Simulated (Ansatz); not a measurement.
**SnSe2 in Ansatz: the effect of target pressure**

SnSe2:

```xyz
3
Lattice="3.8110 0.0000 0.0000 -1.9055 3.3004 0.0000 0.0000 0.0000 6.1360" Properties=species:S:1:pos:R:3 pbc="T T T"
Sn    0.0000    0.0000    0.0000
Se    1.9055    1.1001    4.6081
Se    0.0000    2.2003    1.5279
```

Alike in all runs:

| Property | Result |
| --- | --- |
| Program | Ansatz 0.2.0 |
| Task | relaxation of cell and atoms |
| Functional | PBEsol |
| Potentials or basis | Ansatz PAW |
| Cutoff | 420 eV (not typed: the program's choice for these potentials) |
| k mesh | 8 × 8 × 5 |
| Occupations | fermi-dirac, width 0.05 eV |
| Spin | no spin polarisation |

Each run relaxes the cell or the atoms first.

One run gave: relaxed volume 21.35 Å³/atom. Which target pressure did it use?
A. 2 GPa
B. 5 GPa
C. 0 GPa
D. 10 GPa
E. 30 GPa

D.

```csv
target pressure,relaxed volume (Å³/atom)
0 GPa,25.89
2 GPa,24.17
5 GPa,22.77
10 GPa,21.35
20 GPa,19.63
30 GPa,18.45
```

Caveats: the plane-wave basis is chosen anew once the cell has moved, so the energies of steps on either side of that aren't comparable; this functional lacks dispersion, which binds the layers, so the pressure and a relaxed spacing across them are unreliable; the PAW data sets come from PBE, with cores solved anew for the run's functional, which leaves a small shift of forces and pressure; the volume moved by over 15 % at a fixed basis, so the end points are rough (some runs).
